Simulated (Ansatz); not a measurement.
Runs of Ansatz 0.2.0 on Ge. The structure is tetragonal, space group I4_1/amd (No. 141). Conventional cell: a = 5.149 Å, b = 5.149 Å, c = 2.795 Å, α = 90.00°, β = 90.00°, γ = 90.00°. Around Ge (site symmetry -4m2) lie 6 Ge at 2.67 to 2.79 Å. This isn't the form of Ge at room conditions, which is diamond.

```csv
task,level,potentials or basis,spin,cell,k mesh,cutoff (eV),smearing,basis error allowed,mesh quality,gap on the mesh (eV),pressure (GPa)
phonons,LDA,"all-electron LAPW, scalar-relativistic",off,as given,8 × 8 × 8,276,fermi-dirac 0.05 eV,0.001 eV/atom,coarse,none,-
band structure,PBEsol,"all-electron LAPW, relativistic spinors","SOC, no magnetisation",as given,8 × 8 × 8,255,fermi-dirac 0.05 eV,0.001 eV/atom,coarse,-,-0.7
single point,PBE,"all-electron LAPW, scalar-relativistic",off,as given,6 × 6 × 6,234,fermi-dirac 0.04 eV,0.002 eV/atom,coarse,none,(a)
single point,PBE,"all-electron LAPW, scalar-relativistic",off,as given,11 × 11 × 11,254,gaussian 0.023 eV,0.001 eV/atom,not flagged,none,3.3
relaxation of cell and atoms,BLYP,"all-electron LAPW, scalar-relativistic",off,relaxed,11 × 11 × 11,-,fermi-dirac 0.05 eV,0.001 eV/atom,not flagged,-,0.0
band structure,BLYP,"all-electron LAPW, scalar-relativistic",off,as given,11 × 11 × 11,255,fermi-dirac 0.05 eV,0.001 eV/atom,not flagged,-,9.7
```

Q: Estimate the missing entries.

A: (a) 3.0.

Caveats: some runs use coarse meshes; the k mesh is thin for a metal, which can move the energy by tens of meV per atom (some runs); a metal's response needs a denser mesh (some runs).

A k mesh can miss the band edges, and rows without SOC leave out spin-orbit coupling on Ge.

A gap of «none» marks a metal or a gap under the smearing width.
